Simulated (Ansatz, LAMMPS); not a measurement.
# Which site? Ga in place of Al in amorphous Al2O3 (155 atoms)

At which site of amorphous Al2O3 (155 atoms) does Ga in place of Al cost least, and what about the site decides it?

Method: Kohn-Sham DFT, RPBE, PAW (set soft_2), plane waves, in Ansatz 0.2.0.

## Step 1: Set-up

The cell holds 155 atoms: 62 Al and 93 O. Cell: a = 11.819 Å, b = 11.819 Å, c = 11.819 Å, α = 90.0°, β = 90.0°, γ = 90.0°. 155 atoms (62 Al, 93 O) placed at random at 3.18 g/cm³, melted at 5000 K for 10 ps at fixed volume with the Morse and Coulomb pair potential with partial charges (Pedone, Malavasi, Menziani, Cormack and Segre, J. Phys. Chem. B 110, 11780 (2006)). Quenched from 5000 K to 300 K at 20 K/ps and fixed volume, held 5 ps, then minimised at fixed cell.

Limits known from the start: The quench rate of 20 K/ps is many orders above laboratory rates, so the cell is likely richer in defects and strain than a real sample. The starting topology of bonds comes from the classical model, and needn't be the one that DFT or experiment would give. Only the Γ point is sampled, in a cell whose shortest periodic width is 12 Å.

## Step 2: Single point at the start

The forces at the start show how far the geometry lies from a minimum of this functional.

File input.yaml:

```yaml
crystal:
  lattice:
    - [11.8191, 0.0, 0.0]
    - [0.0, 11.8191, 0.0]
    - [0.0, 0.0, 11.8191]
  atoms:
    - { symbol: Al, position: [0.67918, 0.3171, 0.46743] }
    - { symbol: Al, position: [0.21072, 0.25671, 0.51575] }
    - { symbol: Al, position: [0.1514, 0.38633, 0.18757] }
    - { symbol: Al, position: [0.03983, 0.69726, 0.44355] }
    - { symbol: Al, position: [0.44248, 0.62267, 0.18717] }
    - { symbol: Al, position: [0.35379, 0.89026, 0.14011] }
    - { symbol: Al, position: [0.18476, 0.18434, 0.76044] }
    - { symbol: Al, position: [0.93682, 0.5434, 0.25112] }
    - { symbol: Al, position: [0.61459, 0.41372, 0.26538] }
    - { symbol: Al, position: [0.82416, 0.76606, 0.84] }
    - { symbol: Al, position: [0.82856, 0.81078, 0.09937] }
    - { symbol: Al, position: [0.90528, 0.32526, 0.57652] }
    - { symbol: Al, position: [0.98404, 0.21573, 0.0678] }
    - { symbol: Al, position: [0.36061, 0.37804, 0.36848] }
    - { symbol: Al, position: [0.43793, 0.58401, 0.69771] }
    - { symbol: Al, position: [0.78982, 0.35789, 0.04527] }
    - { symbol: Al, position: [0.01936, 0.31783, 0.36614] }
    - { symbol: Al, position: [0.92559, 0.08274, 0.69254] }
    - { symbol: Al, position: [0.91608, 0.57952, 0.96454] }
    - { symbol: Al, position: [0.4604, 0.16045, 0.4854] }
    - { symbol: Al, position: [0.69049, 0.67095, 0.63275] }
    - { symbol: Al, position: [0.53892, 0.58129, 0.4472] }
    - { symbol: Al, position: [0.78655, 0.20251, 0.25954] }
    - { symbol: Al, position: [0.53275, 0.43301, 0.01338] }
    - { symbol: Al, position: [0.06448, 0.82002, 0.69427] }
    - { symbol: Al, position: [0.87082, 0.11225, 0.4558] }
    - { symbol: Al, position: [0.12005, 0.48437, 0.55553] }
    - { symbol: Al, position: [0.57462, 0.8263, 0.06556] }
    - { symbol: Al, position: [0.329, 0.78865, 0.58811] }
    - { symbol: Al, position: [0.70769, 0.06723, 0.61584] }
    - { symbol: Al, position: [0.28431, 0.38994, 0.73935] }
    - { symbol: Al, position: [0.22076, 0.86442, 0.34727] }
    [... 117 atom lines left out ...]
    - { symbol: O, position: [0.01849, 0.0784, 0.02008] }
    - { symbol: O, position: [0.35912, 0.89419, 0.28817] }
    - { symbol: O, position: [0.81674, 0.58986, 0.60321] }
    - { symbol: O, position: [0.55952, 0.16995, 0.12959] }
    - { symbol: O, position: [0.77526, 0.71339, 0.20763] }
    - { symbol: O, position: [0.94513, 0.88384, 0.1671] }
kpoints:
  mp_grid: { grid: [1, 1, 1] }
hamiltonian:
  xc: rpbe
scf:
  occupations: { method: fixed }
output:
  forces: true
```

Started as:

```
> ansatz run input.yaml --threads 4 --pin off --max-ram 8192MiB --backend cpu --events-out ev --progress --plain --runs-dir out
```

Numbers of over 12 decimals in the logs are rounded to 6 here.

Log:

```text
[...]
Pseudopotentials: kind: paw
Pseudopotential: Al, paw, valence charge 3, recommended cutoff 420 eV (normal), Al.paw.azcp
Pseudopotential: O, paw, valence charge 6, recommended cutoff 420 eV (normal), O.paw.azcp
[... 5 lines on functional and potentials left out ...]
Crystal: 155 atoms, lattice volume = 1651.023 Å³
Basis set: ecut = 420 eV, 32423 PW (Γ), exchange–correlation on 160×160×160 points (8 copies of the dense FFT grid, shifted against one another)
Bands: 527, of which v1, the nominal top of the filled ones, is band 372 counted from 1 (371 counted from 0)
Symmetry: 1 space group operations
Space group: P1 (ITA 1), of the structure as read, at distance tolerance 1.2e-4 Å
k-points: 1
[... 7 lines on functional and potentials left out ...]
Initial density: superposition of atomic densities (neutral atoms: chi_scale 0, normalization atom), corrected by the library's trained network
Initial wavefunctions: pseudopotential atomic-orbital guess
[...]
SCF iter   1: F=—  HF=-86645.015802 eV  |F-HF|=—  |Δ(HF+E_count)|=         —  Δρ=4.84e-3  dr2=4.48e-1  ethr=1.77e-3  ⟨swp⟩=5.0  Hψ=1693  notcnv=0  defer=151
preconditioner: auto → Resta (q_TF=auto, 2.389 Å⁻¹)  ε∞=3.4  [insulator: Δε(μ)=3.806 eV  Ē_g=16.164 eV  n_scr=388 (ndim 8)  ℏωp=24.9 eV  f_vac=0.026  ε∞_Penn≈3.4]
SCF iter   2: F=—  HF=-86644.931896 eV  |F-HF|=—  |Δ(HF+E_count)|=   8.39e-2  Δρ=2.36e-3  dr2=5.63e-2  ethr=6.02e-5  ⟨swp⟩=2.0  Hψ=770  notcnv=0  defer=153
SCF iter   3: F=—  HF=-86644.936383 eV  |F-HF|=—  |Δ(HF+E_count)|=   4.49e-3  Δρ=9.81e-4  dr2=1.70e-2  ethr=7.56e-6  ⟨swp⟩=3.0  Hψ=673  notcnv=0  defer=114
automatic band count: iteration 3 solves 488 bands in place of 527: the levels show a gap, and the empty bands left out lie too high to hold charge; the band table lists the bands solved (type scf.n_extra_bands for more)
SCF iter   4: F=—  HF=-86644.939047 eV  |F-HF|=—  |Δ(HF+E_count)|=   2.66e-3  Δρ=2.52e-4  dr2=9.62e-4  ethr=2.29e-6  ⟨swp⟩=3.0  Hψ=936  notcnv=0  defer=114
SCF iter   5: F=—  HF=-86644.939555 eV  |F-HF|=—  |Δ(HF+E_count)|=   5.08e-4  Δρ=1.44e-4  dr2=2.96e-4  ethr=1.29e-7  ⟨swp⟩=2.0  Hψ=753  notcnv=0  defer=114
[...]
SCF iter   9: F=—  HF=-86644.939358 eV  |F-HF|=—  |Δ(HF+E_count)|=   7.08e-7  Δρ=3.11e-6  dr2=1.19e-7  ethr=1.03e-10  ⟨swp⟩=2.0  Hψ=695  notcnv=0  defer=109
SCF iter  10: F=-86644.939358 eV  HF=-86644.939358 eV  |F-HF|=7.95e-9  |Δ(HF+E_count)|=   1.65e-8  Δρ=1.49e-6  dr2=2.61e-8  ethr=1.34e-11  ⟨swp⟩=4.0  Hψ=1523  notcnv=0
SCF 1 converged in 10 iterations: F = -86644.939358 eV  dr2 = 2.61e-8
[...]
SCF converged after 10 iterations
Free energy (F): -86644.939358 eV
Harris-Foulkes:  -86644.939358 eV  (|F-HF|=7.95e-9)
Internal energy: -86644.939358 eV  (E = F + TS)
E sigma→0 (E₀):  -86644.939358 eV
Fermi energy:    5.902015 eV
--- Per-component energies (eV) ---
[...]
Σ components = -86644.939358   (vs F -86644.939358, Δ=0.00e0)
--- Forces (eV/Å), atoms counted from 1 ---
  atom   1  Al     0.06763878    -0.35854979     0.26962094
  atom   2  Al    -0.22357778     0.07290065     0.28176889
  atom   3  Al     0.27323613     0.00678012     0.26092742
  atom   4  Al     0.04855187    -0.05949322    -0.10448873
[...]
atom 155  O      0.13086313     0.29990851    -0.48697077
  max |Σ_I F_I| component: 3.08e-4 eV/Å
```

Run time: 12 s. Hardware: 4 threads of Intel Xeon 6975P-C (Granite Rapids), shared host; peak memory 2.3 GiB.

The column dr2 measures how far the density is from self-consistency, as an energy; F and HF (Harris–Foulkes) agree once it is small.

The r.m.s. force at the start is 0.47 eV/Å.

## Step 3: Relaxation

With the cell held, the atoms are moved downhill towards a nearby minimum.

File input.yaml:

```yaml
crystal:
  lattice:
    - [11.8191, 0.0, 0.0]
    - [0.0, 11.8191, 0.0]
    - [0.0, 0.0, 11.8191]
  atoms:
    [... the 155 atom lines of step 2 ...]
kpoints:
  mp_grid: { grid: [1, 1, 1] }
hamiltonian:
  xc: rpbe
scf:
  occupations: { method: fixed }
output:
  forces: true
relax:
  f_tol: 0.05
  max_steps: 120
```

Log:

```text
[...]
Crystal: 155 atoms, lattice volume = 1651.023 Å³
Basis set: ecut = 420 eV, 32423 PW (Γ), exchange–correlation on 160×160×160 points (8 copies of the dense FFT grid, shifted against one another)
Bands: 527, of which v1, the nominal top of the filled ones, is band 372 counted from 1 (371 counted from 0)
Symmetry: 1 space group operations
[...]
k-points: 1
[...]
SCF iter   1: F=—  HF=-86645.015803 eV  |F-HF|=—  |Δ(HF+E_count)|=         —  Δρ=4.84e-3  dr2=4.48e-1  ethr=1.77e-3  ⟨swp⟩=5.0  Hψ=1693  notcnv=0  defer=151
[...]
SCF iter   7: F=-86644.939354 eV  HF=-86644.939356 eV  |F-HF|=2.05e-6  |Δ(HF+E_count)|=   3.20e-5  Δρ=2.23e-5  dr2=6.59e-6  ethr=2.22e-9  ⟨swp⟩=3.0  Hψ=1181  notcnv=0
SCF 1 converged in 7 iterations: F = -86644.939354 eV  dr2 = 6.59e-6
[...]
relax step   1: F+E_penalty+E_count = -86644.93935373 eV  Δ(F+E_penalty+E_count) = +0.000e0 eV  max|allowed force component| = 1.675e0 eV/Å  Δτ_max = 0.0000 Å  (7 SCF iters, dr2 threshold 6.25e-5 eV, accepted)
[... from here on, the SCF cycles and remarks between the steps are left out ...]
relax step   2: F+E_penalty+E_count = -86646.68072155 eV  Δ(F+E_penalty+E_count) = -1.741e0 eV  max|allowed force component| = 1.069e0 eV/Å  Δτ_max = 0.0754 Å  (6 SCF iters, dr2 threshold 1.00e-4 eV, accepted)
relax step   3: F+E_penalty+E_count = -86648.12170991 eV  Δ(F+E_penalty+E_count) = -1.441e0 eV  max|allowed force component| = 2.253e-1 eV/Å  Δτ_max = 0.2000 Å  (7 SCF iters, dr2 threshold 7.14e-5 eV, accepted)
relax step   4: F+E_penalty+E_count = -86648.25168890 eV  Δ(F+E_penalty+E_count) = -1.300e-1 eV  max|allowed force component| = 1.428e-1 eV/Å  Δτ_max = 0.2000 Å  (8 SCF iters, dr2 threshold 3.17e-6 eV, accepted)
relax step   5: F+E_penalty+E_count = -86648.28641762 eV  Δ(F+E_penalty+E_count) = -3.473e-2 eV  max|allowed force component| = 1.808e-1 eV/Å  Δτ_max = 0.2000 Å  (10 SCF iters, accepted)
relax step   6: F+E_penalty+E_count = -86648.33856214 eV  Δ(F+E_penalty+E_count) = -5.214e-2 eV  max|allowed force component| = 5.533e-1 eV/Å  Δτ_max = 0.2000 Å  (7 SCF iters, dr2 threshold 1.31e-5 eV, accepted)
relax step   7: F+E_penalty+E_count = -86648.47710849 eV  Δ(F+E_penalty+E_count) = -1.385e-1 eV  max|allowed force component| = 4.462e-1 eV/Å  Δτ_max = 0.2000 Å  (6 SCF iters, dr2 threshold 1.00e-4 eV, accepted)
relax step   8: F+E_penalty+E_count = -86648.72481418 eV  Δ(F+E_penalty+E_count) = -2.477e-1 eV  max|allowed force component| = 2.640e-1 eV/Å  Δτ_max = 0.2000 Å  (6 SCF iters, dr2 threshold 1.00e-4 eV, accepted)
relax step   9: F+E_penalty+E_count = -86648.84487022 eV  Δ(F+E_penalty+E_count) = -1.201e-1 eV  max|allowed force component| = 1.314e-1 eV/Å  Δτ_max = 0.2000 Å  (7 SCF iters, dr2 threshold 2.44e-5 eV, accepted)
relax step  10: F+E_penalty+E_count = -86648.85453082 eV  Δ(F+E_penalty+E_count) = -9.661e-3 eV  max|allowed force component| = 4.924e-2 eV/Å  Δτ_max = 0.0646 Å  (6 SCF iters, dr2 threshold 4.27e-6 eV, accepted)
relax step  11: F+E_penalty+E_count = -86648.85453181 eV  Δ(F+E_penalty+E_count) = -9.911e-7 eV  max|allowed force component| = 4.901e-2 eV/Å  Δτ_max = 0.0000 Å  (4 SCF iters, accepted)
SCF converged after 4 iterations
Free energy (F): -86648.854532 eV
[...]
Internal energy: -86648.854532 eV  (E = F + TS)
E sigma→0 (E₀):  -86648.854532 eV
Fermi energy:    5.868110 eV
[...]
Σ components = -86648.854532   (vs F -86648.854532, Δ=0.00e0)
--- Forces (eV/Å), atoms counted from 1 ---
  atom   1  Al    -0.01333508    -0.01016853     0.00251693
  atom   2  Al     0.01004017    -0.01025393     0.00654514
  atom   3  Al     0.00861449    -0.01044999    -0.00032509
  atom   4  Al    -0.00719573     0.00672827     0.00256687
[...]
atom 155  O     -0.00016959    -0.00333331     0.00170673
  max |Σ_I F_I| component: 2.82e-4 eV/Å
--- Relaxed structure (11 steps of the walk, 11 accepted, 0 SCFs on fresh bases) ---
  F+E_penalty+E_count = -86648.85453181 eV   max|allowed force component| = 4.901e-2 eV/Å
  atoms:
    - { symbol: Al, position: [0.683126, 0.312620, 0.472107] }
    - { symbol: Al, position: [0.210866, 0.260193, 0.513582] }
    - { symbol: Al, position: [0.157656, 0.378187, 0.194138] }
    - { symbol: Al, position: [0.037999, 0.694998, 0.434265] }
[...]
- { symbol: O, position: [0.943745, 0.890189, 0.161034] }
```

Run time: 86 s. Hardware: 4 threads; peak memory 2.2 GiB.

The relaxation converged after 11 steps, 3.92 eV below its start, with a largest force component of 0.049 eV/Å.

## Step 4: Single point at the relaxed geometry

One more single point at the end of the walk gives the fuller output and checks the residual forces.

File input.yaml:

```yaml
crystal:
  lattice:
    - [11.8191, 0.0, 0.0]
    - [0.0, 11.8191, 0.0]
    - [0.0, 0.0, 11.8191]
  atoms:
    - { symbol: Al, position: [0.68313, 0.31262, 0.47211] }
    - { symbol: Al, position: [0.21087, 0.26019, 0.51358] }
    - { symbol: Al, position: [0.15766, 0.37819, 0.19414] }
    - { symbol: Al, position: [0.038, 0.695, 0.43427] }
    - { symbol: Al, position: [0.43944, 0.62277, 0.19137] }
    - { symbol: Al, position: [0.34588, 0.87655, 0.12707] }
    [... 143 atom lines left out ...]
    - { symbol: O, position: [0.01794, 0.07121, 0.02139] }
    - { symbol: O, position: [0.34393, 0.89238, 0.27971] }
    - { symbol: O, position: [0.81872, 0.58689, 0.59538] }
    - { symbol: O, position: [0.57815, 0.17595, 0.1311] }
    - { symbol: O, position: [0.77715, 0.7134, 0.20531] }
    - { symbol: O, position: [0.94375, 0.89019, 0.16103] }
kpoints:
  mp_grid: { grid: [1, 1, 1] }
hamiltonian:
  xc: rpbe
scf:
  occupations: { method: fixed }
output:
  forces: true
  stress: true
  populations: true
  dos:
    method: { smearing: { sigma: 0.08 } }
    de: 0.1
    projected: { site_lists: { Al: [Al], O: [O] } }
  eigenvalues: true
  write_density: true
  write_potential: true
  volumetric_format: npy
  elf: true
```

Log:

```text
[...]
Crystal: 155 atoms, lattice volume = 1651.023 Å³
Basis set: ecut = 420 eV, 32423 PW (Γ), exchange–correlation on 160×160×160 points (8 copies of the dense FFT grid, shifted against one another)
Bands: 527, of which v1, the nominal top of the filled ones, is band 372 counted from 1 (371 counted from 0)
Symmetry: 1 space group operations
[...]
k-points: 1
[...]
SCF iter   1: F=—  HF=-86648.914793 eV  |F-HF|=—  |Δ(HF+E_count)|=         —  Δρ=4.77e-3  dr2=4.32e-1  ethr=1.77e-3  ⟨swp⟩=5.0  Hψ=1888  notcnv=0  defer=150
[...]
SCF iter   9: F=-86648.854528 eV  HF=-86648.854528 eV  |F-HF|=2.05e-8  |Δ(HF+E_count)|=   6.91e-7  Δρ=2.27e-6  dr2=7.42e-8  ethr=1.34e-11  ⟨swp⟩=22.0  Hψ=4992  notcnv=0
SCF 1 converged in 9 iterations: F = -86648.854528 eV  dr2 = 7.42e-8
[...]
SCF converged after 9 iterations
Free energy (F): -86648.854528 eV
[...]
Internal energy: -86648.854528 eV  (E = F + TS)
E sigma→0 (E₀):  -86648.854528 eV
Fermi energy:    5.867996 eV
[...]
--- Forces (eV/Å), atoms counted from 1 ---
  atom   1  Al    -0.01474766    -0.00946070     0.00247845
  atom   2  Al     0.00875639    -0.01003377     0.00706902
  atom   3  Al     0.00715169    -0.01172873    -0.00060467
  atom   4  Al    -0.00695067     0.00632424     0.00126919
  atom   5  Al     0.00697633    -0.00301032    -0.01398112
  atom   6  Al     0.00836986     0.01909416    -0.00505538
  atom   7  Al     0.00615663     0.00693815    -0.00152439
  atom   8  Al    -0.01925883    -0.01278468    -0.00197824
  atom   9  Al    -0.01129070    -0.01738985    -0.00699634
  atom  10  Al    -0.00651461     0.00517758    -0.00078492
  atom  11  Al    -0.00672426     0.00135349     0.00061706
  atom  12  Al    -0.01444100    -0.00706415     0.00455397
  atom  13  Al    -0.00884298     0.00033177     0.02007551
  atom  14  Al     0.01221967    -0.00998252    -0.00995232
[...]
atom 154  O      0.00433093     0.00385485     0.00377826
  atom 155  O     -0.00158263    -0.00395232     0.00321285
  max |Σ_I F_I| component: 1.43e-4 eV/Å
--- Stress (GPa, compression-positive) ---
        4.300815       0.485963      -0.413540
        0.485980       7.220904      -0.578801
       -0.413538      -0.578802       5.447758
  P = ⅓ Tr σ = 5.6565 GPa (56.565 kbar)
--- Band table (eV) ---
[...]
--- Löwdin populations: 155 sites ---
  site symbol       q [e]
     0     Al      1.6620
     1     Al      1.5968
     2     Al      1.6131
[...]
154      O      6.8382
  spilling = 0.008298 (of n_electrons = 744.000000)
```

It took 22 s on 4 threads; peak memory 2.4 GiB; 78 s of CPU time.

Numbers from this run:

| Quantity | Value |
| --- | --- |
| free energy | -86648.8545 eV |
| free energy per atom | -559.0249 eV/atom |
| SCF cycles | 9 |
| pressure | 5.656 GPa |
| r.m.s. force component | 0.00946 eV/Å |
| longest force | 0.0504 eV/Å |
| Fermi energy | 5.868 eV |
| gap (highest filled to lowest empty level) | 3.685 eV |
| spilling of the projection | 0.008298 |

Löwdin charges by element and coordination (they lack the spilled electrons, 0.040 e an atom on average):

```tsv
element	coordination	atoms	mean charge (e)	spread	least	most
Al	all	62	1.36	0.0327	1.29	1.42
Al	4	33	1.39	0.0204	1.33	1.42
Al	5	23	1.35	0.0193	1.30	1.39
Al	6	6	1.31	0.0152	1.29	1.32
O	all	93	-0.843	0.0159	-0.881	-0.791
O	2	8	-0.873	0.0057	-0.881	-0.863
O	3	73	-0.843	0.0096	-0.861	-0.821
O	4	12	-0.820	0.015	-0.836	-0.791
```

States in the cell by windows of 1 eV, zero at the Fermi level; the larger projections on atomic orbitals stand beside the total:

```tsv
from (eV)	to (eV)	total	O p	Al p	O s
-18	-17	81.8	0.3	13.6	65.2
-17	-16	33.7	0.2	4.1	28.3
-16	-15	0.1	0.0	0.0	0.1
-15	-8	0.0	0.0	0.0	0.0
-8	-7	2.0	1.5	0.2	0.0
-7	-6	50.2	37.7	3.5	0.9
-6	-5	65.6	50.3	7.6	1.6
-5	-4	84.0	67.7	10.9	1.8
-4	-3	97.6	84.4	9.2	1.4
-3	-2	107.8	98.8	5.8	1.0
-2	-1	99.2	94.2	2.7	0.7
-1	0	50.9	48.8	1.0	0.3
0	1	0.5	0.5	0.0	0.0
1	3	0.0	0.0	0.0	0.0
3	4	2.0	0.0	0.1	0.6
4	5	0.0	0.0	0.0	0.0
```

The curve was stored every 0.10 eV, coarse against its broadening of 0.08 eV, so these counts are rough.

With fixed occupations the program's Fermi level is the highest filled level; weight inside the gap is the broadening of levels at its edges.

Between -20 and -18 eV lie 70 more states.

The levels nearest the highest filled one (over half full), pooled over k-points and spins:

```tsv
level less the highest filled one (eV)	occupation
-0.402	2
-0.344	2
-0.285	2
-0.177	2
-0.123	2
0	2
3.68	0
5.29	0
5.38	0
5.50	0
5.53	0
5.63	0
```

Valence density in the ac plane at fractional y = 0.009, with atoms of Al and O within 0.2 Å of it. It is the smooth field of the valence electrons, not physical close to the nuclei.

Values in e/Å³, 13 rows by 16 columns, each cell a mean:
```
0.4 0.2 0.1 0.2 0.2 0.1 0.2 0.1 0.1 0.2 0.6 0.3 0.0 0.0 0.0 0.1
0.1 0.1 0.5 1.1 0.3 0.1 0.1 0.1 0.0 0.2 0.4 0.2 0.1 0.1 0.0 0.1
0.5 0.2 0.4 0.8 0.2 0.0 0.0 0.0 0.1 0.5 0.4 0.1 0.1 0.1 0.1 0.3
1.1 0.2 0.1 0.1 0.0 0.0 0.0 0.1 0.4 3.7 2.5 0.2 0.1 0.1 0.1 0.7
0.2 0.1 0.1 0.1 0.1 0.3 0.6 0.3 0.2 0.8 0.7 0.2 0.3 1.1 0.5 0.2
0.0 0.0 0.1 0.1 0.1 0.6 1.4 0.5 0.4 1.9 0.9 0.2 0.9 4.8 1.6 0.1
0.2 0.1 0.6 2.1 0.6 0.1 0.2 0.1 0.6 3.8 1.7 0.1 0.2 0.5 0.3 0.4
2.0 0.2 1.2 4.3 0.9 0.0 0.0 0.1 0.1 0.3 0.2 0.2 0.2 0.1 0.7 4.6
0.7 0.3 0.3 0.3 0.1 0.0 0.0 0.1 0.2 0.1 0.1 0.7 1.3 0.3 0.3 1.4
0.2 2.1 2.9 0.3 0.0 0.0 0.0 0.0 0.0 0.0 0.1 0.3 0.5 0.1 0.0 0.1
0.1 1.4 1.9 0.3 0.1 0.1 0.0 0.1 0.1 0.0 0.0 0.0 0.0 0.0 0.0 0.1
0.2 0.2 0.2 1.8 2.9 0.3 0.2 0.9 0.7 0.1 0.1 0.1 0.0 0.0 0.0 0.1
0.9 0.3 0.2 1.7 2.9 0.4 0.1 0.5 0.4 0.1 0.1 0.1 0.0 0.0 0.0 0.3
```
Columns run along a (11.8 Å), rows up along c (11.8 Å). Atoms in or near the plane, at fractional coordinates: Al at (0.31, 0.93), Al at (0.25, 0.58), Al at (0.05, 0.88), Al at (0.62, 0.37), O at (0.61, 0.72), O at (0.84, 0.58), O at (0.97, 0.40), O at (0.60, 0.52), O at (0.21, 0.44), O at (0.25, 0.07), O at (0.12, 0.23).

Electrostatic potential energy in the ac plane at fractional y = 0.009, with atoms of Al and O within 0.2 Å of it. With pseudopotentials it is smooth inside the atoms' cores, unlike the true potential.

Ten even steps from '0' (-29 eV) to '9' (13 eV), each cell a mean:
```
877889875554578887778899999999999
555578874675478998888778999999987
476568775454589999987556899999985
466567457766789999986545799999986
656788789998999999987667899999988
678999999999999999853588999998887
579999999999999999600178899987666
899999877789998877731476788887667
999998644468877655688754567667788
999987467557535655688754564003899
999987556557767777522577784003899
999998755678999888300288898768999
899886104899999999732689999888887
278773002899999998765568899888610
066556447999999998556646899998600
676567899999999998556646658999864
888768899999999998754568657999888
997203899999999999887889999999988
996001799999999999999999999999999
988546888999999999999999999999999
876678877799999989999999999999999
865568720179998657778999999999999
776678710068999765557999999999999
778889864466889875567899999999999
```
Columns run along a (11.8 Å; values clipped at the 3rd and 97th percentile), rows up along c (11.8 Å). Atoms in or near the plane, at fractional coordinates: Al at (0.31, 0.93), Al at (0.25, 0.58), Al at (0.05, 0.88), Al at (0.62, 0.37), O at (0.61, 0.72), O at (0.84, 0.58), O at (0.97, 0.40), O at (0.60, 0.52), O at (0.21, 0.44), O at (0.25, 0.07), O at (0.12, 0.23).

Filled and empty levels are parted by 3.68 eV (at Γ alone); a semilocal functional tends to put such gaps too low. In a disordered cell it changes from sample to sample, and tail or defect levels can set it. Mean Löwdin charges: Al +1.36, O -0.84 e (they miss 0.83 % of the electrons, so they add up to more than the cell's charge).

(Continued in part 2 of 3.)

[Logs are printed without paths, hosts, clocks, repeated set-up lines and the standing remarks that a program may print on its own settings, such as how far it seeks lower states.]

[Hosts, paths, dates, database ids (printed as entryN), source tags and the programs' standing remarks are cut or masked in the printed files.]
